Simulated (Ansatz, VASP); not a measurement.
One calculation of BaZrO3, two programs

```
Ba Zr O
1.0
     4.18150    0.00000    0.00000
     0.00000    4.18150    0.00000
     0.00000    0.00000    4.18150
Ba Zr O
1 1 3
Direct
  0.50846 0.49154 0.50000
  0.00000 0.00000 0.00000
  0.50000 0.00000 0.00000
  0.00000 0.50000 0.00000
  0.00000 0.00000 0.50000
```

Change from the starting cell: all Ba atoms moved +0.050 Å, as atom 1 along Cartesian [1 -1 0].

Alike in both runs: task single point; functional PBE; k mesh 6 × 6 × 6; occupations gaussian, width 0.05 eV; no spin polarisation.

```csv
,VASP,Ansatz
version,VASP 6.6.1,Ansatz 0.2.0
potentials or method,"VASP PAW PBE potentials, release 64 (Ba_sv, Zr_sv, O)","scalar-relativistic, plane waves, PAW"
plane-wave cutoff (eV),520,420
valence electrons in the cell,40,40
```

Ansatz gave:

* gap on the k mesh at the Fermi level (eV): 3.25
* least direct gap on the mesh (eV): 3.44
* pressure (GPa): 5.3
* largest component of the traceless stress (GPa): 0.05
* rms of the force components (eV/Å): 0.067

Task: Estimate VASP's values.

Result: gap on the k mesh at the Fermi level (eV): 3.20; least direct gap on the mesh (eV): 3.42; pressure (GPa): 6.4; largest component of the traceless stress (GPa): 0.05; rms of the force components (eV/Å): 0.072.

Atom by atom the forces differ by 0.007 eV/Å (rms over components). With one functional, cell and mesh, what is left measures potentials, basis and numerics.

Caveats: spin-orbit coupling is left out, which moves the levels of the heavy elements. A k mesh can miss the band edges.
